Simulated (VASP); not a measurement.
Set up this calculation in VASP 6.6.1, as the native input.

* Task: band structure
* Functional: LAK
* Potentials or basis: VASP PAW PBE potentials, release 64 (Se, Mg)
* Cutoff: 520 eV
* k mesh: 8 × 8 × 8
* Occupations: fermi-dirac, width 0.05 eV
* Spin: no spin polarisation
* Further INCAR settings: ALGO = Normal; EDIFF = 1e-06; NBANDS = 11

The structure of MgSe lies in POSCAR:

```
MgSe
1.0
    0.0000000000      2.7255000000      2.7255000000
    2.7255000000      0.0000000000      2.7255000000
    2.7255000000      2.7255000000      0.0000000000
Se Mg
1 1
Direct
    0.5000000000      0.5000000000      0.5000000000
    0.0000000000      0.0000000000      0.0000000000
```

These files were run (other wordings do the same):

INCAR

```
PREC     = Accurate       # precision mode
ENCUT    = 520            # plane-wave cutoff, eV
EDIFF    = 1E-6           # SCF threshold, eV
ISMEAR   = -1             # smearing method
SIGMA    = 0.05           # smearing width, eV
LREAL    = False          # projectors in reciprocal space
LASPH    = True           # aspherical terms in the spheres
NELM     = 60             # most SCF steps
ALGO     = Normal         # electronic algorithm
ISIF     = 2              # what is computed and relaxed
LWAVE    = False          # write WAVECAR
LCHARG   = False          # write CHGCAR
METAGGA  = LAK            # meta-GGA
LMIXTAU  = True         
NBANDS   = 11             # bands
```

KPOINTS

```
Automatic mesh
0
Gamma
  8 8 8
```

KPOINTS_OPT

```
path GXWKGLUWLK,UX
20
line-mode
reciprocal
 0.0000000000  0.0000000000  0.0000000000  G
 0.5000000000  0.0000000000  0.5000000000  X

 0.5000000000  0.0000000000  0.5000000000  X
 0.5000000000  0.2500000000  0.7500000000  W

 0.5000000000  0.2500000000  0.7500000000  W
 0.3750000000  0.3750000000  0.7500000000  K

 0.3750000000  0.3750000000  0.7500000000  K
 0.0000000000  0.0000000000  0.0000000000  G

 0.0000000000  0.0000000000  0.0000000000  G
 0.5000000000  0.5000000000  0.5000000000  L

 0.5000000000  0.5000000000  0.5000000000  L
 0.6250000000  0.2500000000  0.6250000000  U

 0.6250000000  0.2500000000  0.6250000000  U
 0.5000000000  0.2500000000  0.7500000000  W

 0.5000000000  0.2500000000  0.7500000000  W
 0.5000000000  0.5000000000  0.5000000000  L

 0.5000000000  0.5000000000  0.5000000000  L
 0.3750000000  0.3750000000  0.7500000000  K

 0.6250000000  0.2500000000  0.6250000000  U
 0.5000000000  0.0000000000  0.5000000000  X
```

Potentials or basis: VASP PAW PBE potentials, release 64 (Se, Mg).

Command:

```console
$ cat potpaw_PBE.64/Se/POTCAR potpaw_PBE.64/Mg/POTCAR > POTCAR
$ mpirun -np 1 vasp_std > vasp.out
```

Results of the run:

```
Pressure                : 1.7 GPa
Band gap on the k mesh  : 2.65 eV, indirect (least direct gap 4.09 eV)
Band gap along the path : 2.65 eV, indirect (least direct gap 4.09 eV)
```

Caveat: the PAW data sets were made with another functional, which shifts forces and pressure a little.

Run time: 4.6 min on 1 thread of Intel(R) Xeon(R) Platinum 8375C CPU @ 2.90GHz (Ice Lake), on a shared host, peak memory 0.17 GiB.
